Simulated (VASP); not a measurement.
Hf, 1 atom in the cell. The cell holds a sheet with vacuum, 1 atom: a = 2.934 Å, b = 2.934 Å, c = 23.800 Å, α = 90.00°, β = 90.00°, γ = 120.00°. The cell was built by a generator and needn't be a form met in nature.

```yaml
Program: VASP 6.6.1
Task: work function
Functional: PBE
Potentials_or_basis: VASP PAW PBE potentials, release 64 (Hf_pv)
Cutoff: 520 eV
k_mesh: 10 × 10 × 1
Occupations: gaussian, width 0.05 eV
Spin: no spin polarisation
Dipole_correction: yes
Further_INCAR_settings: ALGO = Normal; EDIFF = 1e-06
```

Potentials or basis: VASP PAW PBE potentials, release 64 (Hf_pv).

The run is started by

```bash
$ cat potpaw_PBE.64/Hf_pv/POTCAR > POTCAR
$ mpirun -np 1 vasp_std > vasp.out
```

Hardware: 1 thread of Intel(R) Xeon(R) Platinum 8488C (Sapphire Rapids), with other jobs on the host.

Problem. How long does it take, and how much memory?

Solution. It took 44 s on 1 thread of Intel(R) Xeon(R) Platinum 8488C (Sapphire Rapids), on a shared host, peak memory 0.29 GiB. Counts: scf iterations 23, k points 14.
